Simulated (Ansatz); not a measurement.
Clean, relaxed (001) surface of C, space group Fmmm (No. 69) (top face towards +c; atoms held fixed, by place in the list: 1, 2, 3, 4):

```
C
1.0
     2.46554    0.00000    0.00000
    -1.23277    2.13415    0.00000
     0.00000    0.00000   27.19852
C
8
Direct
  0.08331 0.16662 0.31252
  0.41669 0.83338 0.31252
  0.58331 0.16662 0.43751
  0.91669 0.83338 0.43751
  0.08331 0.16662 0.56249
  0.41669 0.83338 0.56249
  0.58331 0.16662 0.68748
  0.91669 0.83338 0.68748
```

These are results of Ansatz, DFT PBE+D3(BJ), scalar-relativistic, plane waves, PAW, not measurements. Settings: cutoff 420 eV, Γ-centred mesh 12×12×1 on the computed 8-atom cell, Gaussian smearing of 0.10 eV; no spin polarisation. A dipole correction removes the field between periodic images along c.

O (atom) is put at the bridge (C-C) at (0.75, 0.00) site, one adsorbate per 5.3 Å², and relaxed. The adsorption energy is E(slab + adsorbate) − E(slab) − E(free adsorbate, spin-polarised where open-shell). Heights count from the highest slab atom after relaxation. Bonded neighbours lie within 1.25 times the sum of covalent radii (1.35 for H) and, on that scale, within 12 % of the closest. With the adsorbate the cell is lengthened along c to keep the vacuum.

(1) How strongly does it bind, and where does its anchoring atom end?

(2) How high does its anchoring atom sit over the highest slab atom, and what is the shortest contact with the surface?

(3) The clean slab's gap is 0.13 eV. What is it with the adsorbate?

Each end is the local minimum or symmetric point that its start leads to. Where slab atoms move by over 1 Å the face has restacked or been rebuilt, which that row's energy includes.

Spin polarisation was left out, and a magnetic state may lie lower.

## Answers

(1) -1.98 eV; at (0.75, 0.00), 2 bonded neighbours (C).

(2) 1.24 Å; O–C 1.43 Å.

(3) None (metal or semimetal).

The reference crystal is a form of C, which isn't its usual structure.